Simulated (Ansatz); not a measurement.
AlRu: all-electron results

```xyz
2
Lattice="2.9916 0.0000 0.0000 0.0000 2.9916 0.0000 0.0000 0.0000 2.9916" Properties=species:S:1:pos:R:3 pbc="T T T"
Al    0.0000    0.0000    0.0000
Ru    1.4958    1.4958    1.4958
```

Atoms are numbered in the order listed.

The cell is COD entry 1527371, as deposited and not checked against the literature; nothing was relaxed.

Spin polarisation is left out, and whether a magnetic state lies lower isn't shown here.

Methods: DFT, PBE, all-electron LAPW, scalar-relativistic (Ansatz 0.2.0); DFT, PBE, PAW with Ansatz's default frozen-core files, scalar-relativistic (Ansatz 0.2.0).

For LAPW: a Γ-centred 12×12×12 k mesh, Fermi–Dirac smearing of 0.05 eV, basis error target 1 meV/atom, no spin polarisation. PAW takes a cutoff of 420 eV at this cell. The Ansatz runs share mesh, smearing and spin set-up. Values come from LAPW unless marked.

- Pressure at this cell: 2.43 GPa
- Band gap: none: with an odd electron count and no spin polarisation the bands can't all be full, a metal in this set-up (spin order or a larger cell could open a gap)
- Density of states at the Fermi level (0.2 eV bin): 1.69 states/eV per cell
- Löwdin charges (with 0.09 e of the cell spilling out of the atomic basis, so their sizes and signs hang on that basis): Al1 0.07, Ru2 0.03 e
- Bader charges (from the PAW run): Al1 +1.93, Ru2 -1.93 e
- Volume per atom: 13.39 Å³
